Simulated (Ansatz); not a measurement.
# TiSe2: equation of state

How stiff is TiSe2, and at what volume does the pressure vanish? The cell is scaled evenly, atoms carried along, and solved with LAPW, PAW and all-electron datasets made for the crystal.

Method: DFT PBEsol, scalar-relativistic, in Ansatz 0.2.0.

## (1) Starting point

The structure is trigonal, space group P-3m1 (No. 164). Conventional cell: a = 3.557 Å, b = 3.557 Å, c = 6.348 Å, α = 90.00°, β = 90.00°, γ = 120.00°. Around Ti (site symmetry -3m) lie 6 Se at 2.56 Å. Around Se (site symmetry 3m) lie 3 Ti at 2.56 Å.

As a file:

```cif
data_structure
_symmetry_space_group_name_H-M 'P 1'
_symmetry_Int_Tables_number 1
_cell_length_a 3.5566
_cell_length_b 3.5566
_cell_length_c 6.3476
_cell_angle_alpha 90.000
_cell_angle_beta 90.000
_cell_angle_gamma 120.000
_cell_volume 69.54
loop_
_atom_site_label
_atom_site_type_symbol
_atom_site_fract_x
_atom_site_fract_y
_atom_site_fract_z
_atom_site_occupancy
Ti1 Ti 0.00000 0.00000 0.00000 1
Se1 Se 0.33333 0.66667 0.23993 1
Se2 Se 0.66667 0.33333 0.76007 1
```

Atoms are numbered in the order of the input: Ti1, Se2, Se3.

## (2) Volume × 0.9405, LAPW

Contents of input.yaml:

```yaml
crystal:
  lattice:
    - [3.4845811776, 0.0, 0.0]
    - [-1.7422905888, 3.0177358213, 0.0]
    - [0.0, 0.0, 6.2191484108]
  atoms:
    - { symbol: Ti, position: [0.0, 0.0, 0.0] }
    - { symbol: Se, position: [0.3333333333, 0.6666666667, 0.23992784] }
    - { symbol: Se, position: [0.6666666667, 0.3333333333, 0.76007216] }
kpoints:
  mp_grid: { grid: [11, 11, 5] }
scf:
  occupations: { method: fermi_dirac, width: 0.05 }
hamiltonian:
  xc: pbesol
  pseudopotentials: { kind: all_electron, lapw: { basis_error: 0.001 } }
output:
  forces: true
  stress: true
  eigenvalues: true
```

Run with:

```
$ ansatz run input.yaml --threads 1 --pin off --max-ram 4096MiB --backend cpu --events-out ev --progress --plain --runs-dir out
```

## (3) Volume × 0.9405, PAW

Changes to input.yaml since step 2:

```diff
@@ -15,3 +15,3 @@
   xc: pbesol
-  pseudopotentials: { kind: all_electron, lapw: { basis_error: 0.001 } }
+  pseudopotentials: { kind: paw }
 output:
@@ -20 +20,2 @@
   eigenvalues: true
+  efg: { contact_densities: true }
```

## (4) Volume × 0.9405, crystal datasets

Changes to input.yaml since step 3:

```diff
@@ -15,3 +15,3 @@
   xc: pbesol
-  pseudopotentials: { kind: paw }
+  pseudopotentials: { kind: all_electron, datasets: crystal }
 output:
```

## (5) Volume × 0.97, LAPW

Contents of input.yaml:

```yaml
crystal:
  lattice:
    - [3.5206395589, 0.0, 0.0]
    - [-1.7603197794, 3.0489632956, 0.0]
    - [0.0, 0.0, 6.2835040431]
  atoms:
    - { symbol: Ti, position: [0.0, 0.0, 0.0] }
    - { symbol: Se, position: [0.3333333333, 0.6666666667, 0.23992784] }
    - { symbol: Se, position: [0.6666666667, 0.3333333333, 0.76007216] }
kpoints:
  mp_grid: { grid: [11, 11, 5] }
scf:
  occupations: { method: fermi_dirac, width: 0.05 }
hamiltonian:
  xc: pbesol
  pseudopotentials: { kind: all_electron, lapw: { basis_error: 0.001 } }
output:
  forces: true
  stress: true
  eigenvalues: true
```

## (6) Volume × 0.97, PAW

Changes to input.yaml since step 5:

```diff
@@ -15,3 +15,3 @@
   xc: pbesol
-  pseudopotentials: { kind: all_electron, lapw: { basis_error: 0.001 } }
+  pseudopotentials: { kind: paw }
 output:
@@ -20 +20,2 @@
   eigenvalues: true
+  efg: { contact_densities: true }
```

## (7) Volume × 1.03, LAPW

Contents of input.yaml:

```yaml
crystal:
  lattice:
    - [3.591782758, 0.0, 0.0]
    - [-1.795891379, 3.1105751133, 0.0]
    - [0.0, 0.0, 6.4104777284]
  atoms:
    - { symbol: Ti, position: [0.0, 0.0, 0.0] }
    - { symbol: Se, position: [0.3333333333, 0.6666666667, 0.23992784] }
    - { symbol: Se, position: [0.6666666667, 0.3333333333, 0.76007216] }
kpoints:
  mp_grid: { grid: [11, 11, 5] }
scf:
  occupations: { method: fermi_dirac, width: 0.05 }
hamiltonian:
  xc: pbesol
  pseudopotentials: { kind: all_electron, lapw: { basis_error: 0.001 } }
output:
  forces: true
  stress: true
  eigenvalues: true
```

## (8) Volume × 1.03, PAW

Changes to input.yaml since step 7:

```diff
@@ -15,3 +15,3 @@
   xc: pbesol
-  pseudopotentials: { kind: all_electron, lapw: { basis_error: 0.001 } }
+  pseudopotentials: { kind: paw }
 output:
@@ -20 +20,2 @@
   eigenvalues: true
+  efg: { contact_densities: true }
```

## (9) Volume × 1.06, LAPW

Contents of input.yaml:

```yaml
crystal:
  lattice:
    - [3.6263212494, 0.0, 0.0]
    - [-1.8131606247, 3.1404863243, 0.0]
    - [0.0, 0.0, 6.4721207188]
  atoms:
    - { symbol: Ti, position: [0.0, 0.0, 0.0] }
    - { symbol: Se, position: [0.3333333333, 0.6666666667, 0.23992784] }
    - { symbol: Se, position: [0.6666666667, 0.3333333333, 0.76007216] }
kpoints:
  mp_grid: { grid: [11, 11, 5] }
scf:
  occupations: { method: fermi_dirac, width: 0.05 }
hamiltonian:
  xc: pbesol
  pseudopotentials: { kind: all_electron, lapw: { basis_error: 0.001 } }
output:
  forces: true
  stress: true
  eigenvalues: true
```

## (10) Volume × 1.06, PAW

Changes to input.yaml since step 9:

```diff
@@ -15,3 +15,3 @@
   xc: pbesol
-  pseudopotentials: { kind: all_electron, lapw: { basis_error: 0.001 } }
+  pseudopotentials: { kind: paw }
 output:
@@ -20 +20,2 @@
   eigenvalues: true
+  efg: { contact_densities: true }
```

## (11) Volume × 1.06, crystal datasets

Changes to input.yaml since step 10:

```diff
@@ -15,3 +15,3 @@
   xc: pbesol
-  pseudopotentials: { kind: paw }
+  pseudopotentials: { kind: all_electron, datasets: crystal }
 output:
```

(Steps that only read results are left out.)

Q: Predict the outcome of this session. Wanted: equilibrium volume; bulk modulus (for each run or level that gives them).

**Answer**, as computed:

| quantity | value |
| --- | --- |
| equilibrium volume (LAPW) | 22.369 Å³/atom |
| bulk modulus (LAPW) | 82 GPa |
| its pressure derivative (LAPW) | 4.1 |
| equilibrium volume (PAW) | 22.369 Å³/atom |
| bulk modulus (PAW) | 82 GPa |
| its pressure derivative (PAW) | 4.1 |

In words: By LAPW, the pressure vanishes at 22.37 Å³/atom (-3.5 % from the starting cell) and the bulk modulus there is 82 GPa (Birch-Murnaghan, third order). Shape and positions are held, so a fully relaxed modulus can be lower. PAW's volume lies less than 0.01 % and its modulus less than 0.1 % from LAPW's. No thermal or zero-point expansion is included.
